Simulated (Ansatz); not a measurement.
# Rb: the crystal squeezed far

One table from this session's results is given with a row withheld; the runs are named, their logs left out.

Program: Ansatz 0.2.0. Level of theory: DFT PBE, with the methods named in each step. These are calculated values, not measurements.

### The system as given

It takes space group P6_3/mmc (No. 194, hexagonal). The conventional cell has a = 5.037 Å, b = 5.037 Å, c = 16.669 Å, α = 90.00°, β = 90.00°, γ = 120.00°.

As a file:

```
CELL_PARAMETERS angstrom
5.03735 0.00000 0.00000
-2.51867 4.36247 0.00000
0.00000 0.00000 16.66862
ATOMIC_POSITIONS crystal
Rb 0.00000 0.00000 0.00000
Rb 0.00000 0.00000 0.50000
Rb 0.33333 0.66667 0.25000
Rb 0.66667 0.33333 0.75000
```

Whether this phase is the stable one at these pressures isn't tested.

Atoms are numbered in the order of the input: Rb1, Rb2, Rb3, Rb4.

The first run:

input.yaml reads:

```yaml
crystal:
  lattice:
    - [5.0373491076, 0.0, 0.0]
    - [-2.5186745538, 4.3624722948, 0.0]
    - [0.0, 0.0, 16.6686196506]
  atoms:
    - { symbol: Rb, position: [0.0, 0.0, 0.0] }
    - { symbol: Rb, position: [0.0, 0.0, 0.5] }
    - { symbol: Rb, position: [0.3333333333, 0.6666666667, 0.25] }
    - { symbol: Rb, position: [0.6666666667, 0.3333333333, 0.75] }
kpoints:
  mp_grid: { grid: [7, 7, 2] }
  band_path:
    path:
      - [0.0, 0.0, 0.0]
      - [0.5, 0.0, 0.0]
      - [0.3333333333, 0.3333333333, 0.0]
      - [0.0, 0.0, 0.0]
      - [0.0, 0.0, 0.5]
      - [0.5, 0.0, 0.5]
      - [0.3333333333, 0.3333333333, 0.5]
      - [0.0, 0.0, 0.5]
      - [0.5, 0.0, 0.5]
    npoints: 14
scf:
  occupations: { method: fermi_dirac, width: 0.1 }
hamiltonian:
  xc: pbe
  pseudopotentials: { kind: all_electron, lapw: { basis_error: 0.001 } }
output:
  forces: true
  stress: true
  eigenvalues: true
  populations: true
  dos: { projected: true, de: 0.2, e_range: [-14, 8] }
```

On the command line:

```bash
$ ansatz run input.yaml --threads 1 --pin off --max-ram 3072MiB --backend cpu --events-out ev --progress --plain --runs-dir out
```

Among the steps run: The reference volume, LAPW; Volume scaled by 1, crystal datasets; Volume scaled by 1, norm-conserving; Volume scaled by 0.78, LAPW; Volume scaled by 0.78, crystal datasets; Volume scaled by 0.68, LAPW; Volume scaled by 0.5, LAPW; Volume scaled by 0.43, LAPW; Volume scaled by 0.43, crystal datasets; Volume scaled by 0.43, norm-conserving.

One of the session's tables, all rows but one given; the rest of the session is left out.

| method | volume over the first | volume (Å³/atom) | pressure (GPa) |
| --- | --- | --- | --- |
| LAPW | 1 | 91.574 | 0.00 |
| LAPW | 0.78 | 71.428 | 1.07 |
| LAPW | 0.68 | 62.271 | 2.13 |
| LAPW | 0.5 | 45.787 | 6.36 |
| LAPW | 0.43 | 39.377 | 9.70 |
| PAW | 1 | 91.574 | 0.00 |
| PAW | 0.78 | 71.428 | 1.07 |
| PAW | 0.68 | 62.271 | 2.13 |
| PAW | 0.5 | 45.787 | 6.36 |
| PAW | 0.43 | 39.377 | 9.70 |
| PAW (core large) | 1 | 91.574 | 0.00 |
| PAW (cutoff 800 eV) | 0.43 | 39.377 | 9.70 |
| crystal datasets | 1 | 91.574 | 0.00 |
| crystal datasets | 0.78 | 71.428 | 1.07 |
| crystal datasets | 0.43 | 39.377 | 9.70 |
| norm-conserving | 1 | 91.574 | 0.00 |
| norm-conserving | 0.43 | ? | ? |

Estimate the missing values for norm-conserving, 0.43.

As computed: volume (Å³/atom): 39.377; pressure (GPa): 9.69.

To keep in mind: Rows by PAW come from runs of the same series that aren't printed here. Warnings in the runs' records: crystal datasets made, bands taken in, datasets by core.
